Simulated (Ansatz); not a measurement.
**Chromium, fcc under r²SCAN: structure, energy and stiffness**

Aim: take chromium in the fcc structure, relax it, solve it on a dense k-mesh, switch on spin-orbit coupling, then scale the cell to 7 volumes from 88 to 112 % of the relaxed one and try a fit of the equation of state. The start is ferromagnetic. The k-meshes are 15×15×15 for the relaxation; 25×25×25 for the dense run; 15×15×15 for spin-orbit coupling; 17×17×17 for the volumes.

This is Cr in the fcc structure; at room conditions it is bcc.

Method: DFT r2SCAN, plane waves (500 eV) with PAW, scalar-relativistic; PAW files made under PBE, frozen cores solved again for the functional, in Ansatz 0.2.0.

### 1 Starting point

It takes space group Fm-3m (No. 225, cubic). The conventional cell has a = 3.633 Å, b = 3.633 Å, c = 3.633 Å, α = 90.00°, β = 90.00°, γ = 90.00°. Cr (site symmetry m-3m) has 12 Cr at 2.57 Å as nearest neighbours.

As a file:

```cif
data_structure
_symmetry_space_group_name_H-M 'P 1'
_symmetry_Int_Tables_number 1
_cell_length_a 2.5693
_cell_length_b 2.5693
_cell_length_c 2.5693
_cell_angle_alpha 60.000
_cell_angle_beta 60.000
_cell_angle_gamma 60.000
_cell_volume 11.99
loop_
_atom_site_label
_atom_site_type_symbol
_atom_site_fract_x
_atom_site_fract_y
_atom_site_fract_z
_atom_site_occupancy
Cr1 Cr 0.00000 0.00000 0.00000 1
```

Starting moments (μB): +1.5.

### 2 Relaxation of the cell

Input file input.yaml:

```yaml
crystal:
  lattice:
    - [0.0, 1.8167431579, 1.8167431579]
    - [1.8167431579, 0.0, 1.8167431579]
    - [1.8167431579, 1.8167431579, 0.0]
  atoms:
    - { symbol: Cr, position: [0.0, 0.0, 0.0], spin: 1.5 }
hamiltonian:
  xc: r2scan
  pseudopotentials:
    kind: paw
    azcp:
      Cr: "pseudopotentials/Cr.paw.azcp"
basis:
  ecutwfc: 500
  fft_grid_basis: typed
kpoints:
  mp_grid: { grid: [15, 15, 15], shift: [0, 0, 0] }
magnetization:
  spin_polarized: true
scf:
  occupations: { method: fermi_dirac, width: 0.05 }
relax:
  max_steps: 60
  f_tol: 0.01
  cell: {}
```

Command:

```bash
$ ansatz run input.yaml --threads 1 --pin off --max-ram 3584MiB --backend cpu --events-out ev --progress --plain --runs-dir out
```

After this run come: The energy on a finer k-mesh; A two-component run at the same geometry; Volume × 0.88; Volume × 0.92; Volume × 0.96; Volume × 1.0; Volume × 1.04; Volume × 1.08; Volume × 1.12.

Before running it: what results should come out? Wanted: space group; conventional cell; volume; shortest distance; gap on the mesh; magnetic state; relative to bcc, antiferromagnetic.

As calculated:

| quantity | value |
| --- | --- |
| space group (spins left aside) | Fm-3m (No. 225) |
| conventional cell | a = 3.597 Å |
| volume | 11.632 Å³/atom |
| shortest distance | 2.543 Å |
| gap on the mesh | none (levels filled in part) |
| magnetic state | non-magnetic |
| relative to bcc, antiferromagnetic | +723 meV/atom |

In words: From the guessed start the volume shrank by 3.0 % in 5 steps. It lies 723 meV/atom above the element's reference form at the same level (bcc, antiferromagnetic, from a run of its own); part of this is magnetic energy, as this run has no moments. The moments die out: the run ends non-magnetic. Levels at the Fermi energy are filled in part, as in a metal. The total energy of the spin-orbit run lies +1.00 eV/atom from the scalar one, but the two kinds of run don't share a zero of energy: only differences within one kind count. Relaxation kept the symmetry; phonons were not checked.
